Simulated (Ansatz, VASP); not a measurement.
**Au in VASP and in Ansatz**

INCAR

```
PREC = Accurate ; ENCUT = 520
EDIFF = 1E-6 ; ISMEAR = 0
SIGMA = 0.011 ; LREAL = F
LASPH = T ; NELM = 60
ALGO = Normal ; ISIF = 2
LWAVE = F ; LCHARG = F
GGA = PE
```

The input KPOINTS:

```
Automatic mesh
0
Gamma
  11 11 11
```

The input POSCAR:

```
Au
1.0
    0.0000000000      2.0350000000      2.0350000000
    2.0350000000      0.0000000000      2.0350000000
    2.0350000000      2.0350000000      0.0000000000
Au
1
Direct
    0.0000000000      0.0000000000      0.0000000000
```

input.yaml

```yaml
crystal:
  lattice:
    - [0.0, 2.035, 2.035]
    - [2.035, 0.0, 2.035]
    - [2.035, 2.035, 0.0]
  atoms:
    - { symbol: Au, position: [0.0, 0.0, 0.0] }
hamiltonian:
  xc: pbe
  pseudopotentials: { kind: paw }
kpoints:
  mp_grid: { grid: [11, 11, 11] }
scf:
  occupations: { method: gaussian, width: 0.011 }
output:
  forces: true
  stress: true
  eigenvalues: true
  write_density: true
  write_potential: true
  elf: true
  volumetric_format: npy
```

Alike in both runs: task single point; functional PBE; k mesh 11 × 11 × 11; occupations gaussian, width 0.011 eV; no spin polarisation.

|  | VASP | Ansatz |
| --- | --- | --- |
| version | VASP 6.6.1 | Ansatz 0.2.0 |
| potentials or method | VASP PAW PBE potentials, release 64 (Au) | Ansatz PAW |
| plane-wave cutoff (eV) | 520 | 420 |
| valence electrons in the cell | 11 | 19 |

```tsv
	VASP	Ansatz	Ansatz less VASP
gap on the k mesh at the Fermi level (eV)	none	none	-
pressure (GPa)	10.5	10.8	+0.33
```

A gap of «none» marks a metal or a gap that the smearing closes. The two sets of potentials don't hold the same shells in valence.

Spin-orbit coupling is left out, which matters for the levels of Au.
